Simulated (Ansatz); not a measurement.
# CdS: the change of pressure and energy above given cell with volume ratio

Plane-wave density functional theory, PAW datasets, Gaussian smearing 0.05 eV: equation of state, the given cell scaled in volume with shape and atoms relaxed at each volume. The results are calculated, by Ansatz 0.2.0.

The cell before it is scaled or strained (space group P6_3mc, No. 186):
```
cell vectors (Å)
   4.1970     0.0000     0.0000
  -2.0985     3.6347     0.0000
   0.0000     0.0000     6.8279
atoms (fractions of the cell vectors)
Cd  0.33330  0.66670  0.00420
Cd  0.66670  0.33330  0.50420
S   0.33330  0.66670  0.38080
S   0.66670  0.33330  0.88080
```

Settings of every row: paw set soft_2; functional PBE; spin treatment none; moment partition spheres; spin axis none; wave cutoff 420 eV; k mesh 10x10x6; symmetry use detected.

Atom hubbard u: 0 on all atoms.

| row | volume ratio | V (Å³/atom) | pressure (GPa) | energy above given cell (meV per atom) |
| --- | --- | --- | --- | --- |
| 1 | 0.96 | 24.998 | ? | ? |
| 2 | 0.98 | 25.519 | 1.118 | 1.77 |
| 3 | 1 | 26.04 | -0.007 | 0 |
| 4 | 1.02 | 26.561 | -1.015 | 1.69 |
| 5 | 1.04 | 27.082 | -1.915 | 6.48 |

Question: what pressure and energy above given cell should row 1 give?

Worked fit of pressure. Take u = (V_r/V)^(2/3) − 1 with V_r = 26.3 Å³ an atom, which is twice the finite (Eulerian) strain; such expansions in the strain, on which the Birch-Murnaghan equation of state is built, carry the rest volume and the bulk modulus. The shown rows have u = 0.0203, 0.00665, -0.00656, -0.01934. Least squares give pressure = −0.5243 + 76.295 × u + 226.98 × u² GPa; a straight line predicts inner rows, each left out in turn, worse (root mean square 0.057 against 0.00014 GPa). All shown rows lie on it to the printed digit. The pressure vanishes at u = 0.0067, or V = 26.04 Å³ an atom, and there the bulk modulus with shape and atoms relaxed is B = −V dP/dV = (2/3)(1 + u) dP/du = 53.3 GPa. The withheld row has u = 0.03443, so the fit gives −0.5243 + 76.295 × (0.03443) + 226.98 × (0.03443)² = 2.372 GPa.

The calculation gave 2.377 GPa. The fit lies 0.005 GPa (0.12 % of the column's range) below it; its largest miss of a shown row is 0.000 GPa. This row lies beyond the range of the fit.

Worked fit of energy above given cell. Take u = (V_r/V)^(2/3) − 1 with V_r = 26.3 Å³ an atom, which is twice the finite (Eulerian) strain; such expansions in the strain, on which the Birch-Murnaghan equation of state is built, carry the rest volume and the bulk modulus. The shown rows have u = 0.0203, 0.00665, -0.00656, -0.01934. Least squares give energy above given cell = 0.434 − 128.06 × u + 9546.5 × u² meV per atom; a straight line predicts inner rows, each left out in turn, worse (root mean square 2.4 against 0.011 meV per atom). The rows lie off it by 0.00, 0.00, 0.01, 0.00. Its lowest point lies at u = 0.0067, or V = 26.04 Å³ an atom, and the curvature there gives the bulk modulus with shape and atoms relaxed, B = (4/9)(1 + u)² E″(u)/V = 52.9 GPa. The withheld row has u = 0.03443, so the fit gives 0.434 − 128.06 × (0.03443) + 9546.5 × (0.03443)² = 7.34 meV per atom.

The calculation gave 7.42 meV per atom. The fit lies 0.08 meV per atom (1.1 % of the value, 1.1 % of the column's range) below it; its largest miss of a shown row is 0.01 meV per atom. This row lies beyond the range of the fit.
